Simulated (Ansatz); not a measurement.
**BaTiO$_{3}$, one cell by several methods**

```
Ba Ti O
1.0
     3.98410    0.00000    0.00000
     0.00000    2.83705    2.84580
     0.00000   -2.83705    2.84580
Ba Ti O
1 1 3
Direct
  0.00000 0.00000 0.00000
  0.50000 0.50790 0.50790
  0.00000 0.49210 0.49210
  0.50000 0.50251 0.99371
  0.50000 0.99371 0.50251
```

Atom numbers follow the list: Ba1, Ti2, O3, O4, O5.

The cell is COD entry 9016084, as deposited and not checked against the literature; nothing was relaxed.

No spin–orbit coupling, which matters for the heavy atoms here.

All numbers are computed: DFT, PBE, PAW with Ansatz's default frozen-core files, scalar-relativistic (Ansatz 0.2.0); DFT, PBE, all-electron LAPW, scalar-relativistic (Ansatz 0.2.0).

For PAW: a Γ-centred 8×8×8 k mesh, Fermi–Dirac smearing of 0.05 eV, cutoff 420 eV, no spin polarisation. LAPW targets a basis error of 1 meV/atom. The Ansatz runs share mesh, smearing and spin set-up. Plane-wave (PAW) pressures include the program's estimate of the Pulay term.

Stress and pressure are positive in compression.

Levels count from the top of the valence band.

PAW results:

| quantity | PAW |
| --- | --- |
| pressure (GPa) | 1.92 |
| stress xx (GPa) | 2.60 |
| stress yy (GPa) | 1.93 |
| stress zz (GPa) | 1.23 |
| force on Ba1, z (eV/Å) | 0.089 |
| force on Ti2, z (eV/Å) | 0.201 |
| force on O3, z (eV/Å) | 0.090 |
| force on O4, z (eV/Å) | -0.190 |
| band gap (eV) | 1.855 |
| highest filled level at Γ (eV) | -0.139 |
| lowest empty level at Γ (eV) | 1.855 |
| highest filled level at Σ0 (eV) | -0.084 |
| lowest empty level at Σ0 (eV) | 3.546 |
| highest filled level at C0 (eV) | -0.084 |
| lowest empty level at C0 (eV) | 3.546 |

Task: What does LAPW (all electrons) give for the same quantities?

Result: 
```tsv
quantity	LAPW
pressure (GPa)	1.93
stress xx (GPa)	2.61
stress yy (GPa)	1.94
stress zz (GPa)	1.24
force on Ba1, z (eV/Å)	0.089
force on Ti2, z (eV/Å)	0.201
force on O3, z (eV/Å)	0.090
force on O4, z (eV/Å)	-0.190
band gap (eV)	1.849
highest filled level at Γ (eV)	-0.140
lowest empty level at Γ (eV)	1.849
highest filled level at Σ0 (eV)	-0.085
lowest empty level at Σ0 (eV)	3.543
highest filled level at C0 (eV)	-0.085
lowest empty level at C0 (eV)	3.543
```
